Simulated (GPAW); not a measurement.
# Ti in GPAW: convergence with plane-wave cutoff (eV)

Input of the first run (plane-wave cutoff (eV) 240); the others differ in this setting and in those tied to it:

Contents of run.py:

```python
import json
import numpy as np
import spglib
from ase import Atoms
from ase.constraints import FixSymmetry
from ase.filters import FrechetCellFilter
from ase.io import read, write
from ase.optimize import BFGS
from ase.stress import full_3x3_to_voigt_6_stress, voigt_6_to_full_3x3_strain, voigt_6_to_full_3x3_stress
from ase.units import GPa
from gpaw import GPAW, PW

atoms = read('Ti.cif')
cell, positions, numbers = spglib.find_primitive(
    (atoms.cell[:], atoms.get_scaled_positions(), atoms.numbers), symprec=1e-4)
atoms = Atoms(numbers, cell=cell, scaled_positions=positions, pbc=True)

calc = GPAW(mode=PW(240),
            xc='MGGA_X_R2SCAN+MGGA_C_R2SCAN',
            kpts={'size': (8, 8, 8), 'gamma': True},
            occupations={'name': 'fermi-dirac', 'width': 0.05},
            nbands=14,
            convergence={'density': 1e-06, 'eigenstates': 1e-09},
            maxiter=150,
            txt='gpaw.txt')
atoms.calc = calc
atoms.set_constraint(FixSymmetry(atoms))
BFGS(FrechetCellFilter(atoms), trajectory='relax.traj', logfile='-').run(fmax=0.005, steps=40)
atoms.set_constraint()
energy = atoms.get_potential_energy()
forces = atoms.get_forces()
stress = atoms.get_stress()
calc.write('gs.gpw')
write('result.traj', atoms)
print('Cell:', atoms.cell.cellpar().round(4))
print(atoms.get_scaled_positions().round(5))

gpts = tuple(int(n) for n in calc.get_number_of_grid_points())
cell = atoms.cell[:].T
dataset = spglib.get_symmetry((atoms.cell[:], atoms.get_scaled_positions(), atoms.numbers), symprec=1e-4)
rotations = [cell @ w @ np.linalg.inv(cell) for w in dataset['rotations']]
strains, clamped, relaxed = [], [], []
for v in [0, 3]:
    for e in (-0.01, 0.01):
        voigt = np.zeros(6)
        voigt[v] = e
        F = voigt_6_to_full_3x3_strain(voigt)
        a = atoms.copy()
        a.set_cell(atoms.cell[:] @ F, scale_atoms=True)
        c = GPAW(mode=PW(240),
                 xc='MGGA_X_R2SCAN+MGGA_C_R2SCAN',
                 kpts={'size': (8, 8, 8), 'gamma': True},
                 occupations={'name': 'fermi-dirac', 'width': 0.05},
                 nbands=14,
                 convergence={'density': 1e-06, 'eigenstates': 1e-09},
                 maxiter=150,
                 gpts=gpts,
                 txt=f'strain-{v}{e:+.3f}.txt')
        a.calc = c
        s0 = s1 = a.get_stress() - stress
        print(v, e, 'clamped', (s0 / GPa).round(3), 'relaxed', (s1 / GPa).round(3), flush=True)
        for R in rotations:  # images under the point group
            eps = R @ (F - np.eye(3)) @ R.T
            strains.append(full_3x3_to_voigt_6_stress(eps) * [1, 1, 1, 2, 2, 2])
            for s, rows in ((s0, clamped), (s1, relaxed)):
                rows.append(full_3x3_to_voigt_6_stress(R @ voigt_6_to_full_3x3_stress(s) @ R.T))

C0, C = (np.linalg.lstsq(np.array(strains), np.array(s), rcond=None)[0].T / GPa for s in (clamped, relaxed))
print('Clamped-ion Cij (GPa):')
print(C0.round(1))
print('Relaxed-ion Cij (GPa):')
print(C.round(1))
json.dump({'clamped': C0.tolist(), 'relaxed': C.tolist()}, open('elastic.json', 'w'))
```

Contents of Ti.cif:

```cif
data_Ti
_cell_length_a 3.28200000
_cell_length_b 3.28200000
_cell_length_c 3.28200000
_cell_angle_alpha 90.00000000
_cell_angle_beta 90.00000000
_cell_angle_gamma 90.00000000
_space_group_name_H-M_alt 'Im-3m'
_space_group_name_Hall '-I 4 2 3'
_space_group_IT_number 229
loop_
_space_group_symop_operation_xyz
'x,y,z'
'-x,-y,-z'
'-y,x,z'
'y,-x,-z'
'-x,-y,z'
'x,y,-z'
'y,-x,z'
'-y,x,-z'
'x,-y,-z'
'-x,y,z'
'-y,-x,-z'
'y,x,z'
'-x,y,-z'
'x,-y,z'
'y,x,-z'
'-y,-x,z'
'z,x,y'
'-z,-x,-y'
'z,-y,x'
'-z,y,-x'
'z,-x,-y'
'-z,x,y'
'z,y,-x'
'-z,-y,x'
'-z,x,-y'
'z,-x,y'
'-z,-y,-x'
'z,y,x'
'-z,-x,y'
'z,x,-y'
'-z,y,x'
'z,-y,-x'
'y,z,x'
'-y,-z,-x'
'x,z,-y'
'-x,-z,y'
'-y,z,-x'
'y,-z,x'
'-x,z,y'
'x,-z,-y'
'-y,-z,x'
'y,z,-x'
'-x,-z,-y'
'x,z,y'
'y,-z,-x'
'-y,z,x'
'x,-z,y'
'-x,z,-y'
'x+1/2,y+1/2,z+1/2'
'-x+1/2,-y+1/2,-z+1/2'
'-y+1/2,x+1/2,z+1/2'
'y+1/2,-x+1/2,-z+1/2'
'-x+1/2,-y+1/2,z+1/2'
'x+1/2,y+1/2,-z+1/2'
'y+1/2,-x+1/2,z+1/2'
'-y+1/2,x+1/2,-z+1/2'
'x+1/2,-y+1/2,-z+1/2'
'-x+1/2,y+1/2,z+1/2'
'-y+1/2,-x+1/2,-z+1/2'
'y+1/2,x+1/2,z+1/2'
'-x+1/2,y+1/2,-z+1/2'
'x+1/2,-y+1/2,z+1/2'
'y+1/2,x+1/2,-z+1/2'
'-y+1/2,-x+1/2,z+1/2'
'z+1/2,x+1/2,y+1/2'
'-z+1/2,-x+1/2,-y+1/2'
'z+1/2,-y+1/2,x+1/2'
'-z+1/2,y+1/2,-x+1/2'
'z+1/2,-x+1/2,-y+1/2'
'-z+1/2,x+1/2,y+1/2'
'z+1/2,y+1/2,-x+1/2'
'-z+1/2,-y+1/2,x+1/2'
'-z+1/2,x+1/2,-y+1/2'
'z+1/2,-x+1/2,y+1/2'
'-z+1/2,-y+1/2,-x+1/2'
'z+1/2,y+1/2,x+1/2'
'-z+1/2,-x+1/2,y+1/2'
'z+1/2,x+1/2,-y+1/2'
'-z+1/2,y+1/2,x+1/2'
'z+1/2,-y+1/2,-x+1/2'
'y+1/2,z+1/2,x+1/2'
'-y+1/2,-z+1/2,-x+1/2'
'x+1/2,z+1/2,-y+1/2'
'-x+1/2,-z+1/2,y+1/2'
'-y+1/2,z+1/2,-x+1/2'
'y+1/2,-z+1/2,x+1/2'
'-x+1/2,z+1/2,y+1/2'
'x+1/2,-z+1/2,-y+1/2'
'-y+1/2,-z+1/2,x+1/2'
'y+1/2,z+1/2,-x+1/2'
'-x+1/2,-z+1/2,-y+1/2'
'x+1/2,z+1/2,y+1/2'
'y+1/2,-z+1/2,-x+1/2'
'-y+1/2,z+1/2,x+1/2'
'x+1/2,-z+1/2,y+1/2'
'-x+1/2,z+1/2,-y+1/2'
loop_
_atom_site_label
_atom_site_type_symbol
_atom_site_symmetry_multiplicity
_atom_site_Wyckoff_symbol
_atom_site_fract_x
_atom_site_fract_y
_atom_site_fract_z
_atom_site_occupancy
Ti1 Ti 2 a 0.0000000000 0.0000000000 0.0000000000 1
```

Potentials or basis: GPAW PAW data sets (gpaw-data 1.2.1), pw.

Launch:

```bash
$ OMP_NUM_THREADS=1 python run.py
```

This isn't the form of Ti at room conditions, which is hcp.

Hardware: 1 thread of Intel(R) Xeon(R) Platinum 8375C CPU @ 2.90GHz (Ice Lake) (shared host).

```tsv
plane-wave cutoff (eV)	energy less the tightest run, at zero smearing (meV/atom)	pressure (GPa)	SCF cycles	CPU time (s)	peak memory (GiB)
240	440.70	0.03	11	130	0.57
300	299.67	0.00	11	140	0.51
370	115.58	-0.02	11	180	0.53
450	50.46	0.00	11	160	0.54
530	36.97	0.03	11	190	0.61
600	23.50	0.00	11	230	0.57
720	0.00	0.00	11	380	0.59
```

Against the tightest run, the pressure stays within 0.1 GPa from 240 on. Not settled before the last step: the energy (to 1 meV/atom). The tightest run that finished is the yardstick and may itself not be fully converged.

Caveat, for the tightest run too: the density grid can change from cell to cell, which puts small steps into energies and stress; the PAW data sets were made with another functional, which shifts forces and pressure a little.
